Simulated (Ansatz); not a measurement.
Starting cell, ZrO2 (fluorite):

```
ZrO2
1.0
    0.00000     5.11588     5.11588
    2.55794     0.00000     2.55794
    2.55794     2.55794     0.00000
Zr O
2 4
Direct
  0.00000   0.00000   0.00000
  0.50000   0.00000   0.00000
  0.12500   0.25000   0.25000
  0.62500   0.25000   0.25000
  0.37500   0.75000   0.75000
  0.87500   0.75000   0.75000
```

The atoms are displaced by Q × the pattern below (from a DFPT mode at L = (0.5, 0.0, 0.0), largest move 1; Q in Å), at fixed cell. (q is in reciprocal vectors of the primitive cell; the cell shown is doubled to hold the pattern.)

```tsv
atom	x	y	z
Zr1	0.577	-0.577	-0.577
Zr2	-0.577	0.577	0.577
O3	0.432	-0.432	-0.432
O4	-0.432	0.432	0.432
O5	-0.432	0.432	0.432
O6	0.432	-0.432	-0.432
```

Level of theory: PBE (plane waves to 420 eV, PAW, scalar-relativistic; Ansatz, a program for electronic structure). k mesh 11×11×11 (Γ-centred), Fermi-Dirac smearing 0.05 eV. The energy includes the smearing's −TS. Left out: 4 of 13 points, with atoms too close for the PAW data. The PAW data are Ansatz's earlier set. This is a high-temperature form of ZrO2. ZrO2 is run without spin polarisation. ZrO2 was relaxed with its symmetry unable to fall. ΔE is measured from the undisplaced structure.

```tsv
Q (Å)	ΔE (eV/cell)
-0.187	1.061
-0.093	0.214
0.000	0.000
0.093	0.214
0.187	1.061
```

Problem. Which DFPT wavenumber at L = (0.5, 0.0, 0.0) belongs to this mode?
A) 377 cm⁻¹
B) 106 cm⁻¹
C) 238 cm⁻¹
D) 483 cm⁻¹

Solution. C, 238 cm⁻¹. The curvature of the scan gives 238 cm⁻¹

(For displaced atoms, the force is minus the slope of the energy, and its curvature is a force constant, which sets phonon frequencies.)
